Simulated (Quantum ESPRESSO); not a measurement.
# GaAs: zinc blende against rock salt under pressure

Which form of GaAs has the lower enthalpy, and does pressure change the order? Both are relaxed at the same set pressures.

Calculated with Quantum ESPRESSO 7.5, PBEsol, GBRV 1.5 ultrasoft potentials, cutoff 680 eV, Fermi–Dirac smearing 0.02 eV, k-mesh 9×9×9, no spin polarisation, no spin-orbit coupling.

The rock salt cell takes smearing 0.05 eV and a 14×14×14 mesh.

Near zero pressure the zinc blende cell (F-43m, 2 atoms) is a = 4.0043 Å, b = 4.0043 Å, c = 4.0043 Å, α = 60.00°, β = 60.00°, γ = 60.00°; the rock salt cell (Fm-3m, 2 atoms) is a = 3.7518 Å, b = 3.7518 Å, c = 3.7518 Å, α = 60.00°, β = 60.00°, γ = 60.00°.

```csv
P (GPa),"V, zinc blende (Å³)","V, rock salt (Å³)",ΔE (meV),ΔH = ΔE + PΔV (meV)
−4,48.498,39.406,516.9,743.9
5,42.709,35.429,518.8,291.6
10,40.675,33.943,493.6,73.4
15,39.053,32.733,461.7,−130.0
20,37.703,31.713,425.6,−322.1
30,35.540,30.060,346.5,−679.7
```

Values are for a formula unit, differences are rock salt less zinc blende, and 1 GPa Å³ = 6.2415 meV. **Question.** Give ΔH at 0 GPa, a row left out above, and the pressure at which the two forms cross, if they do.

Least squares with ΔH = h0 + h1 P + h2 P² gives h0 = 538.6 meV, h1 = −49.13 meV/GPa and h2 = 0.288 meV/GPa². Since dH/dP = V, the slope should equal ΔV: −8.059 Å³ × 6.2415 = −50.30 meV/GPa at 0 GPa. At 0 GPa the fit gives 538.6 meV. The run itself gives 530.3 meV, so the estimate misses by 8.3 meV; the fitted rows themselves lie up to 8.5 meV off the law.

ΔH passes through zero at 11.8 GPa, above which the rock salt form is lower. The two differ in coordination, where semilocal energies can be off by tenths of an eV a formula unit, and the crossing with them by several GPa. This compares two forms alone, at zero temperature, without vibrations or barriers; other forms may lie lower.

[Logs are printed without paths, hosts, clocks, repeated set-up lines and the standing remarks that a program may print on its own settings, such as how far it seeks lower states.]
